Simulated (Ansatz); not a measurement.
## What internal relaxation does to the elastic constants of GeSb₄Te₄

Theory: DFT PBEsol, scalar-relativistic, plane waves, PAW in Ansatz. Cutoff 420 eV, 12×12×2 k-points (Γ-centred), Fermi-Dirac smearing of 0.15 eV. No spin polarisation.

Equilibrium structure at this level:
```
Ge Sb Te
1.0
     4.26655    0.00000    0.00000
    -2.13328    3.69494    0.00000
     0.00000    0.00000   16.97954
Ge Sb Te
1 4 4
Direct
  0.00000 0.00000 0.00000
  0.33333 0.66667 0.54590
  0.66667 0.33333 0.45410
  0.66667 0.33333 0.78721
  0.33333 0.66667 0.21279
  0.33333 0.66667 0.90311
  0.66667 0.33333 0.09689
  0.00000 0.00000 0.68615
  0.00000 0.00000 0.31385
```

Without a gap, frequencies and elastic constants depend on the k mesh and the smearing, soft modes and shear constants most.

Clamped-ion constants (GPa, Voigt order; atoms follow the strain homogeneously):
C11 = 93.1, C12 = 29.6, C13 = 45.9, C14 = 26.7, C22 = 93.1, C23 = 45.9, C24 = -26.7, C33 = 79.5, C44 = 56.9, C55 = 56.9, C56 = 26.7, C66 = 31.8 GPa; the others vanish.

Question: What are the constants once the atoms relax in each strained cell?

Answer:
```
 82.9  25.2  33.4  20.2   0.0   0.0
 25.2  82.9  33.4 -20.2   0.0   0.0
 33.4  33.4  57.1   0.0   0.0   0.0
 20.2 -20.2   0.0  42.3   0.0   0.0
  0.0   0.0   0.0   0.0  42.3  20.2
  0.0   0.0   0.0   0.0  20.2  28.8
```
The Voigt shear modulus goes from 38.7 to 31.4 GPa and the Voigt bulk modulus from 56.5 to 45.2 GPa. Relaxation subtracts ΛᵀK⁻¹Λ/V, with Λ the forces that a strain puts on the atoms and K the zone-centre force constants. At a stable cell this can only lower the diagonal constants, and it acts only for strains that share their symmetry with an optical mode; elsewhere, and where the coupling is weak, the constants hardly move.

The bands only touch here, so at this level the crystal is a zero-gap semiconductor or semimetal, not an ordinary metal; spin–orbit coupling, left out, can open or move such a gap.

Cost: 2 runs of about 53 core-minutes in all, on Intel Xeon Platinum 8375C (Ice Lake), Intel Xeon 6975P-C (Granite Rapids) (shared hosts).